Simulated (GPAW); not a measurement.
MoS2:

```
Mo S
1.0
     1.58000    0.91221    6.15000
    -1.58000    0.91221    6.15000
     0.00000   -1.82443    6.15000
Mo S
1 2
Cartesian
  0.0000 0.0000 0.0000
  0.0000 0.0000 7.6936
  0.0000 0.0000 4.6125
```

Measurements of this composition are mostly on another form, of space group No. 194.

Base run:

* Program: GPAW 26.7.0
* Functional: PBE
* Potentials or basis: GPAW PAW data sets (gpaw-data 1.2.1)
* Cutoff: 600 eV
* Basis: pw
* k mesh: 10 × 10 × 10
* Occupations: fermi-dirac, width 0.05 eV
* Spin: no spin polarisation

Its results: band gap on the k mesh 0.95 eV, indirect (least direct gap 1.94 eV); pressure 5.3 GPa; largest force 0.528 eV/Å.

Task: The run is repeated on the same cell with these changes: functional from PBE to PBEsol; potentials or basis from GPAW PAW data sets (gpaw-data 1.2.1) to PAW data sets generated in the run's folder for this functional. What comes out?

Result: Band gap on the k mesh 0.91 eV, indirect (least direct gap 1.94 eV); pressure 0.2 GPa; largest force 0.257 eV/Å.

A k mesh can miss the band edges.

Not every run made on this cell is shown here.
